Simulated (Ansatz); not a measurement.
SnO2, 6 atoms in the cell. The structure is orthorhombic, space group Pnnm (No. 58). Conventional cell: a = 4.788 Å, b = 4.867 Å, c = 3.241 Å, α = 90.00°, β = 90.00°, γ = 90.00°. Sn (site symmetry 2/m) has 6 O at 2.09 to 2.10 Å as nearest neighbours. Around O (site symmetry m) lie 3 Sn at 2.09 to 2.10 Å. The cell is a database's computed one.

```yaml
Program: Ansatz 0.2.0
Task: band structure
Functional: PBEsol
Potentials_or_basis: Ansatz PAW
Cutoff: "420 eV (not typed: the program's choice for these potentials)"
k_mesh: 6 × 6 × 8
Occupations: fermi-dirac, width 0.05 eV
Spin: no spin polarisation
Path: "[[\"G\", \"X\", \"S\", \"Y\", \"G\", \"Z\", \"U\", \"R\", \"T\", \"Z\"], [\"Y\", \"T\"], [\"U\", \"X\"], [\"S\", \"R\"]]"
Points_for_each_segment_of_the_path: 14
```

Potentials or basis: Ansatz PAW.

The run is started by

```bash
$ ansatz run input.yaml --threads 2 --pin off --max-ram 5632MiB --backend cpu --events-out ev --progress --plain --runs-dir out
```

Hardware: 2 threads of Intel(R) Xeon(R) Processor @ 2.10GHz (Emerald Rapids) (shared host).

Question: Estimate the wall time of this run.

Answer: It took 14 s on 2 threads of Intel(R) Xeon(R) Processor @ 2.10GHz (Emerald Rapids), on a shared host, peak memory 0.6 GiB. Counts: scf iterations 6, plane waves 1479, k points 80, bands 41.
